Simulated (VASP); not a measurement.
Write the native input for VASP 6.6.1 that does the following.

```
Task                   : electric field gradients
Functional             : PBE
Potentials or basis    : VASP PAW PBE potentials, release 64 (Hg, Te)
Cutoff                 : 520 eV
k mesh                 : 10 × 10 × 10
Occupations            : fermi-dirac, width 0.08 eV
Spin                   : no spin polarisation
Dipole correction      : no
Further INCAR settings : ALGO = Normal; EDIFF = 1e-08; NBANDS = 16
```

The structure of HgTe lies in POSCAR:

```
HgTe
1.0
    0.0000000000      2.9018920266      2.9018920266
    2.9018920266      0.0000000000      2.9018920266
    2.9018920266      2.9018920266      0.0000000000
Hg Te
1 1
Direct
    0.0000000000      0.0000000000      0.0000000000
    0.5000000000      0.5000000000      0.5000000000
```

Measurements of this composition are mostly on another form, of space group No. 216.

The cell isn't the ideal one: volume scaled by 0.98, PAW files.

The input as run:

INCAR

```
SYSTEM = HgTe
PREC = Accurate ; ENCUT = 520
EDIFF = 1E-8 ; ISMEAR = -1
SIGMA = 0.08 ; LREAL = .FALSE.
LASPH = .TRUE. ; NELM = 100
ALGO = Normal ; ISIF = 2
LWAVE = .FALSE. ; LCHARG = .FALSE.
GGA = PE ; LEFG = .TRUE.
NBANDS = 16
```

KPOINTS

```
Automatic mesh
0
G
  10 10 10
  0 0 0
```

Potentials or basis: VASP PAW PBE potentials, release 64 (Hg, Te).

Command:

```bash
$ cat potpaw_PBE.64/Hg/POTCAR potpaw_PBE.64/Te/POTCAR > POTCAR
$ mpirun -np 1 vasp_std > vasp.out
```

It gave:

* Pressure: 12.7 GPa
* Band gap on the k mesh: none (metal or under the smearing width)

Wall time 77 s on 1 thread of Intel(R) Xeon(R) Platinum 8175M CPU @ 2.50GHz (Skylake/Cascade Lake), with other jobs on the host, peak memory 0.2 GiB.
